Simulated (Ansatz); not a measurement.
Input of an Ansatz 0.2.0 run:

Contents of input.yaml:

```yaml
crystal:
  lattice:
    - [4.7688904223, 0.0, 0.0]
    - [-2.3844452112, 3.9711348592, 0.0]
    - [0.0, 0.0, 6.5797601]
  atoms:
    - { symbol: Mo, position: [0.5, 0.5, 0.8333333333] }
    - { symbol: Mo, position: [0.0, 0.5, 0.1666666667] }
    - { symbol: Mo, position: [0.5, 0.0, 0.5] }
    - { symbol: Si, position: [0.16387298, 0.32774596, 0.5] }
    - { symbol: Si, position: [0.67225404, 0.83612702, 0.1666666667] }
    - { symbol: Si, position: [0.83612702, 0.16387298, 0.8333333333] }
    - { symbol: Si, position: [0.83612702, 0.67225404, 0.5] }
    - { symbol: Si, position: [0.32774596, 0.16387298, 0.1666666667] }
    - { symbol: Si, position: [0.16387298, 0.83612702, 0.8333333333] }
hamiltonian:
  xc: pbe
  pseudopotentials: { kind: paw }
kpoints:
  mp_grid: { grid: [5, 5, 3] }
scf:
  occupations: { method: fermi_dirac, width: 0.05 }
output:
  forces: true
  stress: true
  eigenvalues: true
  write_density: true
  write_potential: true
  elf: true
  volumetric_format: npy
```

Potentials or basis: Ansatz PAW.

Run with:

```sh
$ ansatz run input.yaml --threads 4 --pin off --max-ram 11264MiB --backend cpu --events-out ev --progress --plain --runs-dir out
```

(1) Predict the pressure.

(2) Estimate the largest force.

(3) Estimate the band gap on the k mesh.

Answers

(1) -3.9 GPa.

(2) 0.073 eV/Å.

(3) 0.51 eV, indirect (least direct gap 0.75 eV).

Caveat: odd divisions of the mesh miss points on the zone boundary, where band edges often lie, so the gap on the mesh can be too wide.
